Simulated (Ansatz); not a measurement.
# SnO2: the band gap up the ladder of functionals

An exercise on one series of results from a longer session: the logs are not shown, and one member is left open.

Code: Ansatz 0.2.0. PAW datasets, plane waves. No spin polarisation and no zero-point or thermal motion.

## The cell

The cell was relaxed beforehand with r2SCAN.

It is tetragonal, P4_2/mnm (No. 136); a = 4.761 Å, c = 3.200 Å in the conventional setting, 12.09 Å³ an atom. Around Sn lie 6 O at 2.06–2.07 Å; around O lie 3 Sn at 2.06–2.07 Å.

As a file:

```
CELL_PARAMETERS angstrom
4.76058 0.00000 0.00000
0.00000 4.76058 0.00000
0.00000 0.00000 3.20008
ATOMIC_POSITIONS crystal
Sn 0.00000 0.00000 0.00000
Sn 0.50000 0.50000 0.50000
O 0.30588 0.30588 0.00000
O 0.19412 0.80588 0.50000
O 0.80588 0.19412 0.50000
O 0.69412 0.69412 0.00000
```

The first run:

File input.yaml:

```yaml
crystal:
  lattice:
    - [4.7605761345, 0.0, 0.0]
    - [0.0, 4.7605761345, 0.0]
    - [0.0, 0.0, 3.2000777189]
  atoms:
    - { symbol: Sn, position: [0.0, 0.0, 0.0] }
    - { symbol: Sn, position: [0.5, 0.5, 0.5] }
    - { symbol: O, position: [0.3058781044, 0.3058781044, 0.0] }
    - { symbol: O, position: [0.1941218956, 0.8058781044, 0.5] }
    - { symbol: O, position: [0.8058781044, 0.1941218956, 0.5] }
    - { symbol: O, position: [0.6941218956, 0.6941218956, 0.0] }
kpoints:
  mp_grid: { grid: [6, 6, 8] }
  band_path:
    path:
      - [[0.0, 0.0, 0.0], [8.965952447159e-51, 0.5, 0.0], [0.5, 0.5, 0.0], [0.0, 0.0, 0.0], [0.0, 0.0, 0.5], [8.965952447159e-51, 0.5, 0.5], [0.5, 0.5, 0.5], [0.0, 0.0, 0.5]]
      - [[8.965952447159e-51, 0.5, 0.0], [8.965952447159e-51, 0.5, 0.5]]
      - [[0.5, 0.5, 0.0], [0.5, 0.5, 0.5]]
    npoints: 10
hamiltonian:
  xc: pbe
scf:
  occupations: { method: fermi_dirac, width: 0.02 }
  n_extra_bands: 5
output:
  forces: true
  stress: true
  eigenvalues: true
  write_density: true
  write_potential: true
  elf: true
  volumetric_format: npy
```

Launch:

```
ansatz run input.yaml --threads 2 --pin off --max-ram 20275MiB --backend cpu --events-out ev --progress --plain --runs-dir out
```

Among the steps run: Band structure with PBE; r2SCAN; HSE06; PBE+SOC; PBE0 at the same geometry.

One of the session's tables, all rows but one given; the rest of the session is left out.

| level | gap (eV) |
| --- | --- |
| PBE | 1.10 |
| r2SCAN | ? |
| HSE06 | 2.84 |
| PBE+SOC | 1.10 |
| PBE0 | 3.56 |

Q: Estimate the row for r2SCAN from the others.

The run gave: gap (eV): 1.77. In the column «gap (eV)» it lies between PBE+SOC (1.10) and HSE06 (2.84).

Meshes: PBE 6×6×8, r2SCAN 6×6×8, HSE06 4×4×4, PBE+SOC 6×6×8, PBE0 4×4×4

Against HSE06, PBE is short by 1.74 eV, at 39 % of it, and r2SCAN 62 %. PBE0 lies 0.72 eV above HSE06, which differs from it by screening the long-range exchange.

Limits of these values: Warnings in the runs' records: stress scf threshold loose, stress exchange threshold loose.
